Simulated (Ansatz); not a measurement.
# BaS: the cell at several levels of theory

The task here is to estimate one member of a computed series from the others.

Code: Ansatz 0.2.0. PAW datasets, plane waves, zero pressure. Computed at 0 K without zero-point motion; spin polarisation is off.

## The cell

It is cubic, Fm-3m (No. 225); a = 6.523 Å in the conventional setting, 34.69 Å³ an atom. Near Ba stand 6 S at 3.26 Å; near S stand 6 Ba at 3.26 Å.

The structure in full:

```cif
data_structure
_symmetry_space_group_name_H-M 'Fm-3m'
_symmetry_Int_Tables_number 225
_cell_length_a 6.5225
_cell_length_b 6.5225
_cell_length_c 6.5225
_cell_angle_alpha 90.000
_cell_angle_beta 90.000
_cell_angle_gamma 90.000
_cell_volume 277.49
loop_
_atom_site_label
_atom_site_type_symbol
_atom_site_symmetry_multiplicity
_atom_site_Wyckoff_symbol
_atom_site_fract_x
_atom_site_fract_y
_atom_site_fract_z
_atom_site_occupancy
Ba1 Ba 4 a 0.00000 0.00000 0.00000 1
S1 S 4 b 0.50000 0.00000 0.00000 1
```

The first run:

Contents of input.yaml:

```yaml
crystal:
  lattice:
    - [0.0, 3.261253, 3.261253]
    - [3.261253, 0.0, 3.261253]
    - [3.261253, 3.261253, 0.0]
  atoms:
    - { symbol: Ba, position: [0.0, 0.0, 0.0] }
    - { symbol: S, position: [0.5, 0.5, 0.5] }
kpoints:
  mp_grid: { grid: [6, 6, 6] }
hamiltonian:
  xc: pbe
scf:
  occupations: { method: fermi_dirac, width: 0.02 }
relax:
  f_tol: 0.005
  cell: {}
output:
  write_density: true
  write_potential: true
  elf: true
  volumetric_format: npy
```

Launch:

```sh
$ ansatz run input.yaml --threads 4 --pin off --max-ram 7372MiB --backend cpu --events-out ev --progress --plain --runs-dir out
```

Steps of the session up to this table: Relaxation with PBE; r2SCAN: cell and atoms; Relaxing with PBEsol; Relaxing with LDA; HSE06: cell and atoms.

One table of the session follows, with a row left open; its other results are not shown here.

```
 level  a (Å)  volume (Å³/atom)
   PBE  6.430            33.224
r2SCAN  6.424            33.132
PBEsol  6.334            31.765
   LDA  6.272            30.837
 HSE06      ?                 ?
```

Estimate the missing values for HSE06.

The run gave: a (Å): 6.409; volume (Å³/atom): 32.912. In the column «a (Å)» it lies between PBEsol (6.334) and r2SCAN (6.424).

In words: From the start to the first minimum the volume moved by -4.2 %. LDA gives the smallest cell and PBE the largest; they differ by 7.7 % in volume, a mean of 2.5 % in length. The meshes differ: PBE 6×6×6, r2SCAN 6×6×6, PBEsol 6×6×6, LDA 6×6×6, HSE06 4×4×4.
